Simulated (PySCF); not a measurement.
# Charge-transfer reorganisation: `O=C1C=CC(=O)O1`, C4H2O3

Geometry (Å), atoms numbered from 1 in this order:
```xyz
9

O    -2.2365   -1.2798   -0.2892
C    -1.1341   -0.8304   -0.3545
C    -0.6901    0.5702   -0.6022
C     0.6383    0.5883   -0.5939
C     1.1172   -0.7999   -0.3409
O     2.2304   -1.2194   -0.2628
O     0.0013   -1.6050   -0.1994
H    -1.3939    1.3764   -0.7545
H     1.3215    1.4136   -0.7375
```

Theory: UKS CAM-B3LYP/6-31G* four-point reorganisation energy, gas phase (PySCF 2.14.0). Geometry: CAM-B3LYP/6-31G*.

Problem. What is the inner reorganisation energy for electron transfer, with the electron affinity?

Solution. λ = 0.392 (surface of the reduced species) + 0.387 (surface of the starting species) = 0.779 eV. The electron affinity is 0.70 eV vertical and 1.09 eV adiabatic without zero-point energy; at the relaxed geometry of the reduced species the two energies differ by 1.48 eV. Largest bond changes: C2–C3 1.490 → 1.424 Å, C3–C4 1.329 → 1.395 Å, C4–C5 1.490 → 1.424 Å, C5–O6 1.192 → 1.229 Å, O1–C2 1.192 → 1.229 Å. ⟨S²⟩ of the relaxed reduced species 0.760.

The highest occupied orbital of the reduced species is unbound in this basis, so its energies are rough.
